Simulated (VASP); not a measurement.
The system is SiC.

```
Si C
1.0
     2.62012    0.00000    0.00000
     0.00000    2.62012    0.00000
     0.00000    0.00000    2.62012
Si C
1 1
Cartesian
  0.0000 0.0000 0.0000
  1.3101 1.3101 1.3101
```

The cell was built by a generator and needn't be a form met in nature.

Program: VASP 6.6.1. Alike in all runs: task single point; potentials or basis VASP PAW PBE potentials, release 64 (Si, C); no spin polarisation; cell as given; cutoff (eV) 520; smearing fermi-dirac 0.02 eV; the mesh is coarse, so values aren't converged.

Task: Order these runs on this cell by their pressure, lowest first.
A. level HSE06; k mesh 4 × 4 × 4; exchange at q = 0 truncated; grid for exact exchange (PRECFOCK) Normal; screening parameter 0.2079 1/A
B. level PBE-based screened hybrid; k mesh 4 × 4 × 4; exchange at q = 0 truncated; grid for exact exchange (PRECFOCK) Normal; screening parameter 0.2078; share of exact exchange 0.35
C. level r2SCAN; k mesh 6 × 6 × 6

Result: B (-7.0 GPa), A (-4.7 GPa), C (-0.1 GPa).

Caveats: all runs use coarse meshes; the PAW data sets were made with another functional, which shifts forces and pressure a little.
